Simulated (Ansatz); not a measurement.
# Relaxing AgCl in the rocksalt type

First guess:

```yaml
crystal:
  lattice:
    - [0.00000, 2.44073, 2.44073]
    - [2.44073, 0.00000, 2.44073]
    - [2.44073, 2.44073, 0.00000]
  atoms:
    - { symbol: Ag, position: [0.00000, 0.00000, 0.00000] }
    - { symbol: Cl, position: [0.50000, 0.50000, 0.50000] }
```

These are results of DFT, PBE, PAW with Ansatz's default frozen-core files, scalar-relativistic in Ansatz 0.2.0, not measurements.

Cell and atoms relax within the symmetry of the start on a 12×12×12 k mesh with 0.08 eV Fermi–Dirac smearing.

The start is built from a prototype, known or not as a phase of this compound; the cutoff is 420 eV.

**Question.** What is the pressure of the first guess?

**Answer.** 52.4 GPa.

**Question.** What does it relax to?

**Answer.** a = 5.610 Å, b = 5.610 Å, c = 5.610 Å, α = 90.00°, β = 90.00°, γ = 90.00° (conventional cell), 22.07 Å³ per atom:
Space group Fm-3m (No. 225). a = 5.610 Å, b = 5.610 Å, c = 5.610 Å, α = 90.00°, β = 90.00°, γ = 90.00°
| atom | site | symmetry | x | y | z |
| --- | --- | --- | --- | --- | --- |
| Ag | 4a | m-3m | 0.0000 | 0.0000 | 0.0000 |
| Cl | 4b | m-3m | 0.5000 | 0.0000 | 0.0000 |

**Question.** How much energy does the relaxation release?

**Answer.** 804 meV/atom.
